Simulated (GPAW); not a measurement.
SnSe in GPAW: convergence with response cutoff (eV)

Crystal: SnSe.

```
Sn Se
1.0
     0.00000    3.01000    3.01000
     3.01000    0.00000    3.01000
     3.01000    3.01000    0.00000
Sn Se
1 1
Direct
  0.00000 0.00000 0.00000
  0.50000 0.50000 0.50000
```

Measurements of this composition are mostly on another form, of space group No. 62.

| Item | Value |
| --- | --- |
| Program | GPAW 26.7.0 |
| Task | G0W0 quasiparticle levels |
| Functional | PBE |
| Potentials or basis | GPAW PAW data sets (gpaw-data 1.2.1) |
| Cutoff | 400 eV |
| Basis | pw |
| k mesh | 3 × 3 × 3 |
| Occupations | fermi-dirac, width 0.001 eV |
| Spin | no spin polarisation |

These are the settings of the first run; the series varies response cutoff (eV), with any setting tied to it.

Hardware: 1 thread of Intel(R) Xeon(R) Platinum 8375C CPU @ 2.90GHz (Ice Lake) (shared host).

```tsv
response cutoff (eV)	energy less the tightest run, at zero smearing (meV/atom)	SCF cycles	CPU time (s)	peak memory (GiB)
40	0.00	10	15	0.29
60	0.00	10	20	0.3
80	0.00	10	25	0.3
100	0.00	10	33	0.3
125	0.00	10	52	0.3
150	0.00	10	93	0.33
200	0.00	10	260	0.38
250	0.00	10	660	0.46
300	0.00	10	1200	0.57
```

Against the tightest run, the energy stays within 1 meV/atom from 40 on. The tightest run that finished is the yardstick and may itself not be fully converged.

Caveat, for the tightest run too: the k mesh is coarse (spacing up to 0.60 Å⁻¹), so the values aren't converged; the k mesh is too small for a converged quasiparticle gap; this odd mesh misses L, where the gap lies, so gap, dielectric constants and Born charges aren't listed; the long-wavelength limit can be off by a per cent or two.
